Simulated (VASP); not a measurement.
# InP (F-43m) in VASP: further runs

Runs on InP. Level: PBE. Tasks: relaxation of cell and atoms.

Everything below comes from runs of VASP 6.6.1. Logs are shortened: lines on timing, memory, paths and dates and some standing lists are left out, and cuts for length are marked.

### Step 1. The structure

Symmetry: F-43m, No. 216, cubic system. The conventional cell has a = 5.861 Å, b = 5.861 Å, c = 5.861 Å, α = 90.00°, β = 90.00°, γ = 90.00°. In (site symmetry -43m) is surrounded by 4 P at 2.54 Å. Around P (site symmetry -43m) lie 4 In at 2.54 Å.

### Step 2. Relaxation of cell and atoms, PBE

Input file INCAR:

```
SYSTEM = InP
PREC     = Accurate       ! precision mode
ENCUT    = 520            ! plane-wave cutoff, eV
EDIFF    = 1E-7           ! SCF threshold, eV
ISMEAR   = 0              ! smearing method
SIGMA    = 0.02           ! smearing width, eV
LREAL    = .False.        ! projectors in reciprocal space
LASPH    = .True.         ! aspherical terms in the spheres
NELM     = 80             ! most SCF steps
ALGO     = Normal         ! electronic algorithm
ISIF     = 3              ! what is computed and relaxed
LWAVE    = .False.        ! write WAVECAR
LCHARG   = .False.        ! write CHGCAR
GGA      = PE             ! functional
IBRION   = 2              ! ionic algorithm
NSW      = 80             ! ionic steps
EDIFFG   = -0.002         ! ionic threshold
KPAR     = 4
```

Input file KPOINTS:

```
regular mesh
0
Gamma
  10 10 10
  0 0 0
```

Input file POSCAR:

```
InP
1.0
    0.0000000000      2.9305000000      2.9305000000
    2.9305000000      0.0000000000      2.9305000000
    2.9305000000      2.9305000000      0.0000000000
In P
1 1
Direct
    0.0000000000      0.0000000000      0.0000000000
    0.2500000000      0.2500000000      0.2500000000
```

Potentials or basis: VASP PAW PBE potentials, release 64 (In_d, P).

Command:

```bash
$ cat potpaw_PBE.64/In_d/POTCAR potpaw_PBE.64/P/POTCAR > POTCAR
$ mpirun -np 4 vasp_std > vasp.out
```

OUTCAR:

```text
SYSTEM = InP
   PREC = Accurate
   ENCUT = 520
   EDIFF = 1E-7
   ISMEAR = 0
   LREAL = .False.
   LASPH = .True.
   NELM = 80
   ISIF = 3
   GGA = PE
   IBRION = 2
   NSW = 80
   EDIFFG = -0.002

 ion  position               nearest neighbor table
   1  0.000  0.000  0.000-   2 2.54   2 2.54   2 2.54   2 2.54
   2  0.250  0.250  0.250-   1 2.54   1 2.54   1 2.54   1 2.54

  LATTYP: Found a face centered cubic cell.
 ALAT       =     5.8610000000

  Lattice vectors:

 A1 = (   0.0000000000,   2.9305000000,   2.9305000000)
 A2 = (   2.9305000000,   0.0000000000,   2.9305000000)
 A3 = (   2.9305000000,   2.9305000000,   0.0000000000)

Analysis of symmetry for initial positions (statically):
=====================================================================
 Subroutine PRICEL returns:
 Original cell was already a primitive cell.

 Routine SETGRP: Setting up the symmetry group for a
 face centered cubic supercell.

 Subroutine GETGRP returns: Found 24 space group operations
 (whereof 24 operations were pure point group operations)
 out of a pool of 48 trial point group operations.

The static configuration has the point symmetry T_d .

Analysis of symmetry for dynamics (positions and initial velocities):
=====================================================================
 Subroutine PRICEL returns:
 Original cell was already a primitive cell.

 Routine SETGRP: Setting up the symmetry group for a
 face centered cubic supercell.

 Subroutine GETGRP returns: Found 24 space group operations
 (whereof 24 operations were pure point group operations)
 out of a pool of 48 trial point group operations.

The dynamic configuration has the point symmetry T_d .

 Subroutine INISYM returns: Found 24 space group operations
 (whereof 24 operations are pure point group operations),
 and found     1 'primitive' translations

----------------------------------------------------------------------------------------

                                     Primitive cell

  volume of cell :      50.3333

  direct lattice vectors                    reciprocal lattice vectors
     0.000000000  2.930500000  2.930500000    -0.170619348  0.170619348  0.170619348
     2.930500000  0.000000000  2.930500000     0.170619348 -0.170619348  0.170619348
     2.930500000  2.930500000  0.000000000     0.170619348  0.170619348 -0.170619348

  length of vectors
     4.144352845  4.144352845  4.144352845     0.295521380  0.295521380  0.295521380

  position of ions in fractional coordinates (direct lattice)
     0.000000000  0.000000000  0.000000000
     0.250000000  0.250000000  0.250000000

  ion indices of the primitive-cell ions
   primitive index   ion index
                 1           1
                 2           2

----------------------------------------------------------------------------------------

 KPOINTS: regular mesh

Automatic generation of k-mesh.
 Grid dimensions read from file:
 generate k-points for:   10   10   10

 Generating k-lattice:

  Cartesian coordinates                     Fractional coordinates (reciprocal lattice)
    -0.017061935  0.017061935  0.017061935     0.100000000  0.000000000  0.000000000
     0.017061935 -0.017061935  0.017061935     0.000000000  0.100000000  0.000000000
     0.017061935  0.017061935 -0.017061935     0.000000000  0.000000000  0.100000000

  Length of vectors
     0.029552138  0.029552138  0.029552138

  Shift w.r.t. Gamma in fractional coordinates (k-lattice)
     0.000000000  0.000000000  0.000000000

 Subroutine IBZKPT returns following result:
 ===========================================

 Found     47 irreducible k-points:

 Following reciprocal coordinates:
            Coordinates               Weight
  0.000000  0.000000  0.000000      1.000000
  0.100000  0.000000  0.000000      8.000000
  0.200000  0.000000  0.000000      8.000000
  0.300000  0.000000  0.000000      8.000000
  0.400000  0.000000  0.000000      8.000000
  0.500000  0.000000  0.000000      4.000000
[... 16 lines left out ...]
  0.300000  0.300000  0.000000      6.000000
  0.400000  0.300000  0.000000     24.000000
 [... further k-points ...]
   k-points           NKPTS =     47   k-points in BZ     NKDIM =     47   number of bands    NBANDS=     13
   number of dos      NEDOS =    301   number of ions     NIONS =      2
   total plane-waves  NPLWV =  32768
   dimension x,y,z NGX =    32 NGY =   32 NGZ =   32
   dimension x,y,z NGXF=    64 NGYF=   64 NGZF=   64
   ions per type =               1   1
   NGX,Y,Z   is equivalent  to a cutoff of  12.84, 12.84, 12.84 a.u.
   NGXF,Y,Z  is equivalent  to a cutoff of  25.67, 25.67, 25.67 a.u.
 SYSTEM =  InP
   PREC   = accura    normal or accurate (medium, high low for compatibility)
   ISTART =      0    job   : 0-new  1-cont  2-samecut
   ICHARG =      2    charge: 1-file 2-atom 10-const
   ISPIN  =      1    spin polarized calculation?
   LNONCOLLINEAR =      F non collinear calculations
   LSORBIT =      F    spin-orbit coupling
   LASPH  =      T    aspherical Exc in radial PAW
   ENCUT  =  520.0 eV  38.22 Ry    6.18 a.u.   7.71  7.71  7.71*2*pi/ulx,y,z
   NELM   =     80;   NELMIN=  2; NELMDL= -5     # of ELM steps
   EDIFF  = 0.1E-06   stopping-criterion for ELM
   LREAL  =      F    real-space projection
   EDIFFG = -.2E-02   stopping-criterion for IOM
   NSW    =     80    number of steps for IOM
   IBRION =      2    ionic relax: 0-MD 1-quasi-New 2-CG
   NFREE  =      1    steps in history (QN), initial steepest desc. (CG)
   ISIF   =      3    stress and relaxation
   ISYM   =      2    0-nonsym 1-usesym 2-fastsym
   POTIM  = 0.5000    time-step for ionic-motion
   TEBEG  =    0.0;   TEEND  =   0.0 temperature during run
   PSTRESS=    0.0 pullay stress
   NELECT =      18.0000    total number of electrons
   NUPDOWN=      -1.0000    fix difference up-down
   EMIN   =  10.00;   EMAX   =-10.00  energy-range for DOS
   EFERMI =   0.00;   METHOD = LEGACY
   ISMEAR =     0;   SIGMA  =   0.02  broadening in eV -4-tet -1-fermi 0-gaus
   EFERMI_NEDOS =   21; number of points for ismear=-14 and -15
   IALGO  =     38    algorithm
   IMIX   =      4    mixing-type and parameters
     AMIX     =   0.40;   BMIX     =  1.00
     AMIX_MAG =   1.60;   BMIX_MAG =  1.00
  volume/ion in A,a.u.               =      25.17       169.83
  Fermi-wavevector in a.u.,A,eV,Ry     =   1.162021  2.195901 18.371846  1.350293
  Thomas-Fermi vector in A             =   2.298587
   LORBIT       =      0    0 simple, 1 ext, 2 COOP (PROOUT), +10 PAW based schemes
   GGA     = PE    functional components
   LHFCALC =     F    Hartree Fock is set to
   AEXX    =    0.0000 exact exchange contribution
   IVDW    =     0    specifies the selected vdW correction
   LEPSILON=     F    determine dielectric tensor
   LRPA    =     F    only Hartree local field effects (RPA)
 conjugate gradient relaxation of ions
 non-spin polarized calculation
 Gauss-broadening in eV      SIGMA  =   0.02
  energy-cutoff  :      520.00
  volume of cell :       50.33
 maximum number of plane-waves:      1380
   NGX = 15   NGY = 15   NGZ = 15

--------------------------------------- Ionic step        1  -------------------------------------------

 number of electron      18.0000005 magnetization

 Free energy of the ion-electron system (eV)
  ---------------------------------------------------
  ext. energy  EPLUGINS =         0.00000000
  ---------------------------------------------------
  free energy    TOTEN  =        -8.38247498 eV

  energy without entropy =       -8.38247498  energy(sigma->0) =       -8.38247498

------------------------ aborting loop because EDIFF is reached ----------------------------------------

  FORCE on cell =-STRESS in cart. coord.  units (eV):
  Direction    XX          YY          ZZ          XY          YZ          ZX
  --------------------------------------------------------------------------------------
  -------------------------------------------------------------------------------------
  Total        1.0326927      1.0326927      1.0326927      0.0000000     -0.0000000     -0.0000000
  in kB       32.8720290     32.8720290     32.8720290      0.0000000     -0.0000000     -0.0000000
  external PRESSURE =      32.8720290 kB  Pullay stress =       0.0000000 kB
[... 57 lines left out ...]
  energy  without entropy=       -8.4014726796  energy(sigma->0) =       -8.40147268

--------------------------------------- Ionic step        3  -------------------------------------------

 number of electron      18.0000005 magnetization

 Free energy of the ion-electron system (eV)
  ---------------------------------------------------
  ext. energy  EPLUGINS =         0.00000000
  ---------------------------------------------------
  free energy    TOTEN  =        -8.40729088 eV

  energy without entropy =       -8.40729088  energy(sigma->0) =       -8.40729088

 E-fermi :   4.7654     XC(G=0):  -9.0668

 val. band max:        4.6654310771   @ k =   0.0000   0.0000   0.0000
 cond. band min:       5.1094056730   @ k =   0.0000   0.0000   0.0000
 fundamental gap:      0.4439745959
 Fermi energy:         4.7654059236

 k-point     1 :       0.0000    0.0000    0.0000
  band No.  band energies     occupation
      1      -9.4308      2.00000
      2      -9.4308      2.00000
      3      -9.4308      2.00000
      4      -9.3018      2.00000
      5      -9.3018      2.00000
      6      -6.5267      2.00000
      7       4.6654      2.00000
      8       4.6654      2.00000
      9       4.6654      2.00000
     10       5.1094      0.00000
     11       8.7551      0.00000
     12       8.7551      0.00000
     13       8.7551      0.00000
[... 353 lines left out ...]
 k-point    24 :       0.4000    0.3000    0.0000
  band No.  band energies     occupation
      1      -9.5555      2.00000
      2      -9.3662      2.00000
      3      -9.3635      2.00000
      4      -9.3302      2.00000
      5      -9.2794      2.00000
      6      -4.9910      2.00000
      7       0.0518      2.00000
      8       2.6324      2.00000
      9       2.8805      2.00000
     10       6.9634      0.00000
     11       7.6508      0.00000
     12      11.3755      0.00000
     13      12.0122      0.00000

 [... further k-points ...]

------------------------ aborting loop because EDIFF is reached ----------------------------------------

  FORCE on cell =-STRESS in cart. coord.  units (eV):
  Direction    XX          YY          ZZ          XY          YZ          ZX
  --------------------------------------------------------------------------------------
  -------------------------------------------------------------------------------------
  Total        0.0024032      0.0024032      0.0024032      0.0000000      0.0000000     -0.0000000
  in kB        0.0728283      0.0728283      0.0728283      0.0000000      0.0000000     -0.0000000
  external PRESSURE =       0.0728283 kB  Pullay stress =       0.0000000 kB
[... 17 lines left out ...]
  FREE ENERGIE OF THE ION-ELECTRON SYSTEM (eV)
  ---------------------------------------------------
  free  energy   TOTEN  =        -8.4072908823 eV

  energy  without entropy=       -8.4072908823  energy(sigma->0) =       -8.40729088

 reached required accuracy - stopping structural energy minimisation
```

Wall time 11 s (4 MPI ranks of Intel Xeon 6975P-C (Granite Rapids), shared host); peak memory 0.19 GiB.

What came out:

```yaml
Free_energy: -8.4073 eV
Relaxed_volume: 26.43 Å³/atom
Relaxed_cell: a = 4.213 Å, b = 4.213 Å, c = 4.213 Å, α = 60.00°, β = 60.00°, γ = 60.00°
Space_group_after_relaxing_to_0.05_Å: F-43m (No. 216)
Energy_gained_by_relaxing: 12.4 meV/atom
Ionic_steps: 3
Pressure_after_relaxing: 0.0 GPa
Band_gap_on_the_k_mesh: 0.44 eV, direct
```

The path:
| step | energy change (eV) | largest force (eV/Å) | pressure (GPa) | volume (Å³) |
| --- | --- | --- | --- | --- |
| 1 | 0.0000 | 0.0000 | 3.29 | 50.33 |
| 2 | -0.0190 | 0.0000 | -1.38 | 54.19 |
| 3 | -0.0248 | 0.0000 | 0.01 | 52.87 |

Final structure:
```
In P
1.0
     0.00000    2.97890    2.97890
     2.97890    0.00000    2.97890
     2.97890    2.97890    0.00000
In P
1 1
Direct
  0.00000 0.00000 0.00000
  0.25000 0.25000 0.25000
```

Levels at points of the mesh, in eV from the valence-band top:
| k point | band 7 | band 8 | band 9 | band 10 | band 11 | band 12 |
| --- | --- | --- | --- | --- | --- | --- |
| (0.00, 0.00, 0.00) | 0.00 | 0.00 | 0.00 | 0.44 | 4.09 | 4.09 |
| (0.50, 0.00, 0.00) | -5.48 | -0.90 | -0.90 | 1.38 | 4.80 | 4.80 |
| (0.50, 0.50, 0.00) | -5.54 | -2.16 | -2.16 | 1.85 | 2.26 | 8.91 |

Caveat: spin-orbit coupling is left out, which moves the levels of the heavy elements. Zero-point motion and thermal expansion aren't in these numbers.

### Step 3. Relaxation of cell and atoms, PBE

This run uses another cell than the first one, of 26.43 Å³/atom, 1.050 times its volume.

INCAR is that of step 2.

KPOINTS is that of step 2.

Input file POSCAR:

```
InP                                     
1.0
    0.0000000000      2.9788988845      2.9788988845
    2.9788988845     -0.0000000000      2.9788988845
    2.9788988845      2.9788988845     -0.0000000000
  In              P             
     1     1
Direct
     0.0000000000000000    0.0000000000000000    0.0000000000000000
     0.2500000000000000    0.2500000000000000    0.2500000000000000
```

Potentials or basis: VASP PAW PBE potentials, release 64 (In_d, P).

Command:

```bash
$ cat potpaw_PBE.64/In_d/POTCAR potpaw_PBE.64/P/POTCAR > POTCAR
$ mpirun -np 4 vasp_std > vasp.out
```

Run time: 5 s. Hardware: 4 MPI ranks of Intel Xeon 6975P-C (Granite Rapids), shared host; peak memory 0.18 GiB.

The run converged. Its results:

```
Free energy             : -8.4080 eV
Pressure after relaxing : 0.0 GPa
Band gap on the k mesh  : 0.44 eV, direct
```

Final structure:
```xyz
2
Lattice="0.0000 2.9789 2.9789 2.9789 0.0000 2.9789 2.9789 2.9789 0.0000" Properties=species:S:1:pos:R:3 pbc="T T T"
In    0.0000    0.0000    0.0000
P     1.4894    1.4894    1.4894
```

Levels at points of the mesh, in eV from the valence-band top:
| k point | band 5 | band 6 | band 7 | band 8 | band 9 | band 10 | band 11 | band 12 | band 13 |
| --- | --- | --- | --- | --- | --- | --- | --- | --- | --- |
| (0.00, 0.00, 0.00) | -13.97 | -11.19 | 0.00 | 0.00 | 0.00 | 0.44 | 4.09 | 4.09 | 4.09 |
| (0.50, 0.00, 0.00) | -13.96 | -9.63 | -5.48 | -0.90 | -0.90 | 1.38 | 4.80 | 4.80 | 6.99 |
| (0.50, 0.50, 0.00) | -13.94 | -9.03 | -5.54 | -2.16 | -2.16 | 1.85 | 2.26 | 8.91 | 9.27 |

Caveat: the relaxation stopped at its first step, so nothing moved; spin-orbit coupling is left out, which moves the levels of the heavy elements. As with any semilocal functional, this PBE gap is likely too small.
